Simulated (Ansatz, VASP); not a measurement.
# S in VASP and in Ansatz

```
S
1.0
     4.41868    0.00000    0.00000
    -2.20934    3.82669    0.00000
     0.00000    0.00000    5.01314
S
3
Direct
  0.22540 0.00000 0.33333
  0.00000 0.22540 0.66667
  0.77460 0.77460 0.00000
```

Alike in both runs: task single point; functional PBEsol; k mesh 6 × 6 × 4; occupations gaussian, width 0.1 eV; no spin polarisation.

|  | VASP | Ansatz |
| --- | --- | --- |
| version | VASP 6.6.1 | Ansatz 0.2.0 |
| potentials or method | VASP PAW PBE potentials, release 64 (S) | scalar-relativistic, plane waves, PAW |
| plane-wave cutoff (eV) | 520 | 420 |
| valence electrons in the cell | 18 | 18 |

Ansatz gave:

```
gap on the k mesh at the Fermi level (eV)       : 0.92
least direct gap on the mesh (eV)               : 1.06
pressure (GPa)                                  : -12.6
largest component of the traceless stress (GPa) : 4.61
rms of the force components (eV/Å)              : 1.520
```

**Question.** Which values does VASP return?

**Answer.** gap on the k mesh at the Fermi level (eV): 0.94; least direct gap on the mesh (eV): 1.09; pressure (GPa): -12.7; largest component of the traceless stress (GPa): 4.68; rms of the force components (eV/Å): 1.535.

Atom by atom the forces differ by 0.014 eV/Å (rms over components).

Caveats: the PAW data sets were made with another functional, which shifts forces and pressure a little (VASP). A k mesh can miss the band edges.
